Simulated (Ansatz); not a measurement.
# SrVO3

The computed numbers are results of r²SCAN, scalar-relativistic (collinear spin) in the plane-wave PAW code Ansatz at 500 eV, Γ-centred 8×8×8 mesh, 0.05 eV Gaussian smearing. The datasets are Ansatz's generated set soft_2.

```yaml
crystal:
  lattice:
    - [3.84038, 0.00000, 0.00000]
    - [0.00000, 3.84038, 0.00000]
    - [0.00000, 0.00000, 3.84038]
  atoms:
    - { symbol: Sr, position: [0.50000, 0.50000, 0.50000] }
    - { symbol: V, position: [0.00000, 0.00000, 0.00000] }
    - { symbol: O, position: [0.50000, 0.00000, 0.00000] }
    - { symbol: O, position: [0.00000, 0.50000, 0.00000] }
    - { symbol: O, position: [0.00000, 0.00000, 0.50000] }
```

The chain of runs began from a cell as deposited in COD, expanded in volume.

Magnetic state: ferromagnetic, site spin moments V 0.82 μB.

The cell has space group Pm-3m (read at 0.01 Å). In it the stress is 0.00, 0.00, 0.00, 0.00, 0.00, 0.00 GPa and the largest force component 0.000 eV/Å. Each change below starts from this cell, without further relaxation. Stress is in GPa, positive in compression, in the order xx, yy, zz, yz, xz, xy; energies are counted from the cell above and are free energies with the smearing's entropy, which match forces and stress in a metal.

Task: One atom was moved along a Cartesian axis, and these forces appeared. Which atom, and about how far?
```
atom  Fx (eV/Å)     Fy     Fz
 Sr1      0.051  0.000  0.000
  V2      0.088  0.000  0.000
  O3     -0.657  0.000  0.000
  O4      0.259  0.000  0.000
  O5      0.259  0.000  0.000
```

Result: Atom 3 (O) is moved by 0.05 Å along x; the energy changes by 16.3 meV per cell.

Task: What stress follows from an engineering strain of 1 % in xz, atoms carried along?

Result: 0.01, 0.00, 0.01, 0.00, -1.27, 0.00 GPa; the energy changes by 2.2 meV per cell.
The change of the stress over the strain gives a clamped-atom stiffness of about 127 GPa for this component.
In a harmonic crystal the energy would rise by V(½Cε² − σ₀ε), with σ₀ the stress of the unstrained cell, = 2.2 meV, which matches.

Task: All atoms and the cell are disturbed at random:
```
CELL_PARAMETERS angstrom
3.78086 0.01340 0.02628
0.01340 3.83830 -0.02707
0.02628 -0.02707 3.87529
ATOMIC_POSITIONS crystal
Sr 0.51921 0.50137 0.50158
V 0.00596 0.99450 0.00646
O 0.49474 0.00530 0.99501
O 0.99635 0.50485 0.00075
O 0.98373 0.99398 0.49620
```
Give the energy change, the stress and the forces.

Result: 68.3 meV per cell; stress 5.71, 1.99, -0.55, 1.78, -1.72, -0.80 GPa. Spin moments: V 0.79 μB.
```tsv
atom	Fx (eV/Å)	Fy	Fz
Sr1	-0.365	-0.073	0.055
V2	-0.283	0.228	-0.209
O3	0.101	-0.052	0.102
O4	0.111	-0.296	-0.052
O5	0.437	0.193	0.105
```

The run wasn't fully tested for a lower electronic state. Site moments are of spin, integrated over atomic spheres. Compounds of this kind are often insulators, Mott or charge-transfer ones with an open 3d shell, so the metal found may come from the functional, which lacks a U or exact exchange, or from the structure. No antiparallel order was tried.
